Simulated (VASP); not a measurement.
# BAs: convergence, projections on local functions

BAs, F-43m (no. 216), 2 atoms in the cell. PBEsol, projections on local functions; PAW potentials As, B (PBE set). VASP 6.6.1.

Wanted: filling of the local functions (per spin) within 0.005.

POSCAR:
```
BAs
1.0
    0.0000000000      2.3885000000      2.3885000000
    2.3885000000      0.0000000000      2.3885000000
    2.3885000000      2.3885000000      0.0000000000
As B
1 1
Direct
    0.7500000000      0.7500000000      0.7500000000
    0.0000000000      0.0000000000      0.0000000000
```

The series start from Cutoff ENCUT (eV): 500; k mesh: 7 × 7 × 7. Each series keeps the choices made before it, and each single choice may use up half of a tolerance. Times cover all steps of a run.

## Cutoff ENCUT (eV)

| Cutoff ENCUT (eV) | Filling of the local functions (per spin), largest deviation | Time (s) |
|---|---|---|
| 300 | 0.0356 | 7.5 |
| 400 | 0.0166 | 9.3 |
| 500 | 0.0068 | 12 |
| 700 (reference) | 0.0000 | 14 |

Chosen: 700; the next looser run is off by more than half of the tolerance, so convergence isn't shown beyond this value.

## k mesh

| k mesh | Filling of the local functions (per spin), largest deviation | Time (s) |
|---|---|---|
| 4 × 4 × 4 | 0.0082 | 8.7 |
| 7 × 7 × 7 | 0.0006 | 14 |
| 10 × 10 × 10 (reference) | 0.0000 | 26 |

Chosen: 7 × 7 × 7, the loosest value from which every tighter one stays within half of the tolerance.

## All choices together

| Input | Filling of the local functions (per spin), largest deviation | Time (s) |
|---|---|---|
| program defaults, k points 0.5 per Å apart (naive) | 0.0327 | 3.8 |
| chosen settings | 0.0006 | 14 |
| reference settings throughout | 0.0000 | 26 |

The chosen settings stay within the tolerance of the reference run, but the reference itself isn't shown to be converged in: Cutoff ENCUT (eV).

## The input

INCAR.step1:
```
SYSTEM = BAs
PREC = Accurate ; ENCUT = 700
EDIFF = 1E-6 ; ISMEAR = 0
SIGMA = 0.02 ; LASPH = .TRUE.
LREAL = .FALSE. ; ALGO = Normal
NELM = 120 ; LWAVE = .TRUE.
LCHARG = .FALSE. ; NBANDS = 15
KPAR = 2 ; GGA = PS
```

INCAR.step2:
```
SYSTEM = BAs
PREC = Accurate
ENCUT = 700
EDIFF = 1E-6
ISMEAR = 0
SIGMA = 0.02
LASPH = .TRUE.
LREAL = .FALSE.
ALGO = None
NELM = 1
LCHARG = .FALSE.
NBANDS = 15
GGA = PS
ISTART = 1
LWAVE = .FALSE.
LOCPROJ = "1 : s : Pr
1 : p : Pr
2 : s : Pr
2 : p : Pr"
```

INCAR.step3:
```
SYSTEM = BAs
PREC = Accurate
ENCUT = 700
EDIFF = 1E-6
ISMEAR = 0
SIGMA = 0.02
LASPH = .TRUE.
LREAL = .FALSE.
ALGO = None
NELM = 1
LCHARG = .FALSE.
NBANDS = 15
GGA = PS
ISTART = 1
LWAVE = .FALSE.
LOCPROJ = "1 : s : Hy 1 2.0
1 : p : Hy 1 2.0
2 : s : Hy 1 2.0
2 : p : Hy 1 2.0"
```

KPOINTS:
```
Automatic mesh
0
Gamma
  7 7 7
  0 0 0
```

Commands (each step's output is kept before the next begins):
```
cat potpaw_PBE.64/As/POTCAR potpaw_PBE.64/B/POTCAR > POTCAR
cp INCAR.step1 INCAR
mpirun -np 2 vasp_std > vasp.out
cp INCAR.step2 INCAR
mpirun -np 1 vasp_std > vasp.out
cp INCAR.step3 INCAR
mpirun -np 1 vasp_std > vasp.out
```

Limits: the functions aren't orthogonal, so the fillings don't add up to the electrons.

The chosen input took VASP 6.6.1 14 s on 2 cores (AMD EPYC 7R43 (Zen 3)), a shared host.

## An input that fails: projector of a shell that the potential lacks

VASP's message: LPRJ_READER: function: 1 no state with L= 3 on species As.

Changes against the starting input:
```
(step 2)
- LOCPROJ = "1 : s : Pr
1 : p : Pr
2 : s : Pr
2 : p : Pr"
+ LOCPROJ = 1 : f : Pr
```
